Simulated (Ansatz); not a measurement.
The calculation used DFT PBE, scalar-relativistic, plane waves, PAW in Ansatz. Settings: cutoff 420 eV, Γ-centred meshes spaced at most about 0.3 Å⁻¹, and about 0.25 Å⁻¹ or finer for metals (2π included), Gaussian smearing. No spin polarisation in the final relaxations.

Temperature and zero-point effects are left out.

Compare these two cells of Ge, each relaxed at this level.

A.

```yaml
crystal:
  lattice:
    - [0.00000, 4.56972, 4.56972]
    - [4.56972, 0.00000, 4.56972]
    - [4.56972, 4.56972, 0.00000]
  atoms:
    - { symbol: Ge, position: [0.28926, 0.71074, 0.71074] }
    - { symbol: Ge, position: [0.71074, 0.28926, 0.28926] }
    - { symbol: Ge, position: [0.28926, 0.71074, 0.28926] }
    - { symbol: Ge, position: [0.71074, 0.28926, 0.71074] }
    - { symbol: Ge, position: [0.28926, 0.28926, 0.71074] }
    - { symbol: Ge, position: [0.71074, 0.71074, 0.28926] }
    - { symbol: Ge, position: [0.75000, 0.75000, 0.75000] }
    - { symbol: Ge, position: [0.00000, 0.00000, 0.00000] }
```

B.

```yaml
crystal:
  lattice:
    - [2.71112, 0.00000, 0.00000]
    - [0.00000, 2.71112, 0.00000]
    - [0.00000, 0.00000, 2.71112]
  atoms:
    - { symbol: Ge, position: [0.00000, 0.00000, 0.00000] }
```

Task: Which form is favoured at zero pressure, and by what margin per atom?

Result: B is lower, by 208 meV/atom. A has space group F-43m (No. 216), 23.9 Å³/atom and no gap on its mesh; B has the simple cubic type, space group Pm-3m (No. 221), 19.9 Å³/atom and no gap. Counting all near atoms (those within 1.25 times the shortest such distance or 1.15 times the sum of covalent radii; a plus sign parts nearer from farther groups; the shortest distance is added where it is long for a bond; a slash parts the counts of unlike sites), A has Ge 6/5+2/12+4 from 3.3 Å and B has Ge 6. The denser one is the lower, and pressure would at first widen the difference. Both come from invented guesses. The part of the Crystallography Open Database at hand lists Ge in space groups No. 64, 96, 227; no cell shown has one of them.

Cells relaxed within their symmetry can be saddle points.
